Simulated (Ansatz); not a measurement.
System: rock-salt NaBr. Method: r²SCAN+rVV10 (plane waves, PAW; Ansatz, an electronic-structure program).

Run with plane-wave cutoff 500 eV, 10×10×10 k mesh, gaussian smearing 0.02 eV, scalar-relativistic PAW data made under PBE.

Cell (relaxed at this level):

NaBr is taken in the cubic space group Fm-3m (No. 225), the rock salt structure, Pearson symbol cF8. Conventional cell: a = b = c = 5.898 Å, α = β = γ = 90.00°. Na on 4a is surrounded by 6 Br at 2.949 Å (octahedral). Br on 4b is surrounded by 6 Na at 2.949 Å (octahedral). (Neighbours: up to the widest gap in distance over summed covalent radii, below 1.35, at either atom; cation-cation and far metal-metal contacts left out.)
(The calculation used a cell of 2 atoms; values per cell refer to that cell.)

Q: Estimate the band gap that the calculation returns.

A: 
* **band gap**: 4.99 eV (on the SCF k mesh)

Measured, for comparison: band gap 7.1 eV (temperature not stated, no zero-point or thermal correction; as tabulated in Aguado et al. (1998), arXiv:cond-mat/9809176).

Spin–orbit coupling is not included.

Computed values are for the static lattice.

Cost on a shared machine: roughly 40 core-seconds.
